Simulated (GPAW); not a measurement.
Write an ASE script for GPAW 26.7.0 that does the following.

* Task: phonons
* Functional: r2SCAN
* Potentials or basis: GPAW PAW data sets (gpaw-data 1.2.1)
* Cutoff: 680 eV
* Basis: pw
* k mesh: 9 × 9 × 8
* Occupations: fermi-dirac, width 0.05 eV
* Spin: no spin polarisation
* Maxiter: 150
* Convergence: density=1e-06 eigenstates=1e-09
* Supercell: 1 × 1 × 1
* Supercell k mesh: 9 × 9 × 8
* Displacement: 0.01
* Relaxed first: cell
* Ecut relax: 800

The structure of MgO lies in POSCAR:

```
MgO
1.0
    2.9380209034      0.0000000000      0.0000000000
   -1.4690104517      2.5444007392      0.0000000000
    0.0000000000      0.0000000000      2.6796800000
Mg O
1 1
Direct
    0.0000000000      0.0000000000      0.0000000000
    0.3333333333      0.6666666667      0.5000000000
```

Measurements of this composition are mostly on another form, of space group No. 225.

The input as run:

run.py

```python
import json
import numpy as np
from ase import Atoms
from ase.constraints import FixSymmetry
from ase.filters import FrechetCellFilter
from ase.io import read, write
from ase.optimize import BFGS
from phonopy import Phonopy
from phonopy.structure.atoms import PhonopyAtoms
from gpaw import GPAW, PW

atoms = read('POSCAR')

calc = GPAW(mode=PW(800),
            xc='MGGA_X_R2SCAN+MGGA_C_R2SCAN',
            kpts={'size': (9, 9, 8), 'gamma': True},
            occupations={'name': 'fermi-dirac', 'width': 0.05},
            nbands=16,
            convergence={'density': 1e-06, 'eigenstates': 1e-09},
            maxiter=150,
            txt='gpaw.txt')
atoms.calc = calc
atoms.set_constraint(FixSymmetry(atoms))
BFGS(FrechetCellFilter(atoms), trajectory='relax.traj', logfile='-').run(fmax=0.005, steps=40)
atoms.set_constraint()
energy = atoms.get_potential_energy()
forces = atoms.get_forces()
stress = atoms.get_stress()
calc.write('gs.gpw')
write('result.traj', atoms)
print('Cell:', atoms.cell.cellpar().round(4))
print(atoms.get_scaled_positions().round(5))

def force_constants(scale):
    unit = PhonopyAtoms(symbols=atoms.get_chemical_symbols(), cell=atoms.cell[:] * scale**(1 / 3),
                        scaled_positions=atoms.get_scaled_positions())
    ph = Phonopy(unit, supercell_matrix=np.diag([1, 1, 1]), primitive_matrix=np.eye(3), symprec=1e-4)
    ph.generate_displacements(distance=0.01)
    forces = []
    for i, sc in enumerate(ph.supercells_with_displacements):
        a = Atoms(sc.symbols, cell=sc.cell, scaled_positions=sc.scaled_positions, pbc=True)
        c = GPAW(mode=PW(680),
                 xc='MGGA_X_R2SCAN+MGGA_C_R2SCAN',
                 kpts={'size': (9, 9, 8), 'gamma': True},
                 occupations={'name': 'fermi-dirac', 'width': 0.05},
                 nbands=16,
                 convergence={'density': 1e-06, 'eigenstates': 1e-09},
                 maxiter=150,
                 txt=f'disp-{scale:.3f}-{i:02d}.txt')
        a.calc = c
        f = a.get_forces()
        forces.append(f - f.mean(axis=0))
        print(f'displacement {i}: drift', f.mean(axis=0).round(5), flush=True)
    ph.forces = forces
    ph.produce_force_constants()
    ph.symmetrize_force_constants()
    return ph

qpoints = [[0.0, 0.0, 0.0]]
results = {}
for scale in [1.0]:
    ph = force_constants(scale)
    ph.run_qpoints(qpoints)
    nu = ph.qpoints.frequencies * 33.35641  # THz to cm^-1
    results[f'{scale:.3f}'] = nu.tolist()
    for qp, f in zip(qpoints, nu):
        print(scale, np.round(qp, 4), f.round(2))
json.dump(results, open('phonons.json', 'w'))
```

Potentials or basis: GPAW PAW data sets (gpaw-data 1.2.1), pw.

Launch:

```sh
$ OMP_NUM_THREADS=1 python run.py
```

Results of the run:

| Item | Value |
| --- | --- |
| Relaxed volume | 9.70 Å³/atom |
| Relaxed cell | a = 2.906 Å, b = 2.906 Å, c = 2.653 Å, α = 90.00°, β = 90.00°, γ = 120.00° |
| Space group after relaxing (to 0.05 Å) | P-6m2 (No. 187) |
| Pressure after relaxing | 0.0 GPa |
| Band gap on the k mesh | 4.08 eV, indirect (least direct gap 4.49 eV) |
| Highest phonon frequency at Γ, LO-TO splitting left out | 341 cm⁻¹ |

Caveat: the cutoff is short for stress and forces, so pressures can be off by a GPa or more; the LO-TO splitting is left out; the PAW data sets were made with another functional, which shifts forces and pressure a little; an odd mesh through Γ misses points on the zone boundary, where band edges often lie.

Wall time 11 min on 1 thread of Arm Neoverse V2 (shared host), peak memory 0.51 GiB.
